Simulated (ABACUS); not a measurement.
# Fe (Im-3m) in ABACUS: notebook

One crystal, Fe, is run at these levels: RPBE, OLYP, PW91; tasks: single point, relaxation of cell and atoms.

All numbers are computed with ABACUS 3.10.1; they aren't measurements. Logs are shortened: lines on timing, memory, paths and dates and some standing lists are left out, and cuts for length are marked.

## (1) The structure

It takes space group Im-3m (No. 229, cubic). The conventional cell has a = 2.886 Å, b = 2.886 Å, c = 2.886 Å, α = 90.00°, β = 90.00°, γ = 90.00°. Around Fe (site symmetry m-3m) lie 8 Fe at 2.50 Å.

## (2) Single point, RPBE, collinear spin, ferromagnetic start

File INPUT:

```
INPUT_PARAMETERS
suffix              Fe
calculation         scf
basis_type          pw
pseudo_dir          ./
symmetry            1
dft_functional      GGA_X_RPBE+GGA_C_PBE
ecutwfc             40
pseudo_rcut         10
nspin               2
nbands              20
ks_solver           dav
smearing_method     fd
smearing_sigma      0.00367493
scf_thr             1e-08
scf_nmax            100
mixing_type         broyden
mixing_beta         0.4
cal_force           1
cal_stress          1
ecutrho             320
out_chg             1
out_pot             2
out_elf             0
kpar                4
```

File STRU:

```
ATOMIC_SPECIES
Fe 55.8450 fe_pbe_v1.5.uspp.F.UPF

LATTICE_CONSTANT
1.8897261246

LATTICE_VECTORS
-1.4430000000 1.4430000000 1.4430000000
1.4430000000 -1.4430000000 1.4430000000
1.4430000000 1.4430000000 -1.4430000000

ATOMIC_POSITIONS
Direct

Fe
0.0
1
0.0000000000 0.0000000000 0.0000000000 1 1 1 mag 3
```

File KPT:

```
K_POINTS
0
Gamma
10 10 10 0 0 0
```

Potentials or basis: GBRV ultrasoft 1.5 PBE, plane waves.

Command:

```sh
$ OMP_NUM_THREADS=1 mpirun -np 4 abacus > log
```

running log:

```text
ABACUS v3.10.1

               Atomic-orbital Based Ab-initio Computation at UStc

 ------------------------------------------------------------------------------------

 READING GENERAL INFORMATION
                           global_out_dir = OUT.Fe/
                           global_in_card = INPUT
                               pseudo_dir = ./
                              orbital_dir =
                                    DSIZE = 4
                                    GSIZE = 1

 READING UNITCELL INFORMATION
                                    ntype = 1
                  lattice constant (Bohr) = 1.88973
              lattice constant (Angstrom) = 1

 READING ATOM TYPE 1
                               atom label = Fe
                      L=0, number of zeta = 1
                      L=1, number of zeta = 1
                      L=2, number of zeta = 1
             number of atom for this type = 1
               magnetization of element 1 = 3

                        TOTAL ATOM NUMBER = 1
DIRECT COORDINATES
    atom                   x                   y                   z     mag                  vx                  vy                  vz
taud_Fe1            0.0000000000        0.0000000000        0.0000000000  3.0000        0.0000000000        0.0000000000        0.0000000000

                          Volume (Bohr^3) = 81.1065
                             Volume (A^3) = 12.0187

 Lattice vectors: (Cartesian coordinate: in unit of a_0)
               -1.443              +1.443              +1.443
               +1.443              -1.443              +1.443
               +1.443              +1.443              -1.443
 Reciprocal vectors: (Cartesian coordinate: in unit of 2 pi/a_0)
                   +0             +0.3465             +0.3465
              +0.3465                  +0             +0.3465
              +0.3465             +0.3465                  +0
 The esolver type has been set to : ksdft_pw

                PAO radial cut off (Bohr) = 10

 Read in pseudopotential file is fe_pbe_v1.5.uspp.F.UPF
                     pseudopotential type = US
          exchange-correlation functional = PBE
                 nonlocal core correction = 1
                        valence electrons = 16
                                     lmax = 2
                           number of zeta = 5
                     number of projectors = 6
                           L of projector = 0
                           L of projector = 0
                           L of projector = 1
                           L of projector = 1
                           L of projector = 2
                           L of projector = 2
 XC functional updated to : GGA_X_RPBE+GGA_C_PBE
          exchange-correlation functional = GGA_X_RPBE+GGA_C_PBE
     initial pseudo atomic orbital number = 13
 The readin total magnetization is 3

 SETUP THE ELECTRONS NUMBER
            electron number of element Fe = 16
      total electron number of element Fe = 16
            AUTOSET number of electrons:  = 16
                           occupied bands = 8
                                   NBANDS = 20
[... 144 lines left out ...]
[... K-POINTS CARTESIAN COORDINATES: 24 rows ...]

[... K-POINTS DIRECT COORDINATES: 24 rows ...]

 SETUP PLANE WAVES FOR WAVE FUNCTIONS
     energy cutoff for wavefunc (unit:Ry) = 40
              fft grid for wave functions = [ 20, 20, 20 ]
                    number of plane waves = 627
                         number of sticks = 99

 PARALLEL PW FOR WAVE FUNCTIONS
     PROC   COLUMNS(POT)             PW
        1             99            627
 --------------- sum -------------------
        1             99            627

 SETUP NONLOCAL PSEUDOPOTENTIALS IN PLANE WAVE BASIS
 Fe non-local projectors:
 projector 1 L=0
 projector 2 L=0
 projector 3 L=1
 projector 4 L=1
 projector 5 L=2
 projector 6 L=2
      TOTAL NUMBER OF NONLOCAL PROJECTORS = 18

 Init Non-Local PseudoPotential table :
 Init Non-Local-Pseudopotential done.

                                     npwx = 369

 Make real space PAO into reciprocal space.
       max mesh points in Pseudopotential = 683
     dq(describe PAO in reciprocal space) = 0.01
                                    max q = 763

 number of pseudo atomic orbitals for Fe is 5
WARNING: norm of atomic wavefunction # 4 of atomic type Fe is 0.999999, renormalized
WARNING: norm of atomic wavefunction # 5 of atomic type Fe is 0.999923, renormalized

 -------------------------------------------
 SELF-CONSISTENT
 -------------------------------------------
                                 init_chg = atomic

 PW ALGORITHM --------------- ION=   1  ELEC=   1--------------------------------

          total magnetism (Bohr mag/cell) = 2.07631
       absolute magnetism (Bohr mag/cell) = 2.08035
                        nelec for spin up = 9.03816
                      nelec for spin down = 6.96184
[... 145 lines left out ...]
 Density error is 1.48364665852e-09
                          Error Threshold = 1.19953990204e-10
----------------------------------------------------------
     Energy           Rydberg                 eV
----------------------------------------------------------
 E_KohnSham     -250.4044533660      -3406.9273703531
 E_KS(sigma->0) -250.4041224039      -3406.9228673820
 E_Harris       -250.4049287126      -3406.9338377757
 E_band         -17.1404283902       -233.2074922679
 E_one_elec     -118.6343935509      -1614.1037310672
 E_Hartree      68.3324491043        929.7106661133
 E_xc           -29.2755656002       -398.3145043353
 E_Ewald        -170.8262813949      -2324.2107951217
 E_entropy(-TS) -0.0006619243        -0.0090059423
 E_descf        0.0000000000         0.0000000000
 E_exx          0.0000000000         0.0000000000
 E_Fermi        1.2521223363         17.0359983663
----------------------------------------------------------

 charge density convergence is achieved
 final etot is -3406.9273704 eV
 EFERMI = 17.035998366 eV
The vacuum level is 16.342540122 eV

 STATE ENERGY(eV) AND OCCUPATIONS    NSPIN == 2
SPIN UP :
 1/12 kpoint (Cartesian) = 0.0000 0.0000 0.0000 (369 pws)
       1       -71.0823     0.00100000
       2       -36.9080     0.00100000
       3       -36.9080     0.00100000
       4       -36.9080     0.00100000
       5        8.95095     0.00100000
       6        14.8214     0.00100000
[... 122 lines left out ...]
      19        61.4585        0.00000
      20        64.3458        0.00000

[... levels at 18 further k points ...]

------------------------------------------------------------------------------------------
 TOTAL-FORCE (eV/Angstrom)
------------------------------------------------------------------------------------------
                       Fe1         0.0000000000         0.0000000000         0.0000000000
------------------------------------------------------------------------------------------

----------------------------------------------------------------
 TOTAL-STRESS (KBAR)
----------------------------------------------------------------
       -45.6583822418         0.0000000000         0.0000000000
         0.0000000000       -45.6583822418        -0.0000000000
        -0.0000000000        -0.0000000000       -45.6583822418
----------------------------------------------------------------
 TOTAL-PRESSURE: -45.658382 KBAR

 --------------------------------------------
 !FINAL_ETOT_IS -3406.9273703531357569 eV
 --------------------------------------------
```

stdout:

```text
ABACUS v3.10.1

               Atomic-orbital Based Ab-initio Computation at UStc

 dft_functional readin is: GGA_X_RPBE+GGA_C_PBE
 dft_functional in pseudopot file is: PBE
 Please make sure this is what you need
[... 39 lines left out ...]
 DA10     2.28e+00   2.46e+00  -3.40692737e+03  -4.46062949e-08   1.4836e-09   0.45
----------------------------------------------------------------
 TOTAL-STRESS (KBAR)
----------------------------------------------------------------
       -45.6583822418         0.0000000000         0.0000000000
         0.0000000000       -45.6583822418        -0.0000000000
        -0.0000000000        -0.0000000000       -45.6583822418
----------------------------------------------------------------
 TOTAL-PRESSURE: -45.658382 KBAR
```

Run time: 7.2 s. Hardware: 4 MPI ranks of AMD EPYC 7R13 (Zen 3), shared host; peak memory 0.32 GiB.

What came out:

* Free energy: -3406.9274 eV
* Pressure: -4.6 GPa
* Band gap on the k mesh: none (metal or under the smearing width)
* Net moment: 2.28 μB per cell
* Absolute moment: 2.46 μB per cell

Caveat: the potentials were made for another functional, which shifts forces and pressure.

[end of part 1 of 2]
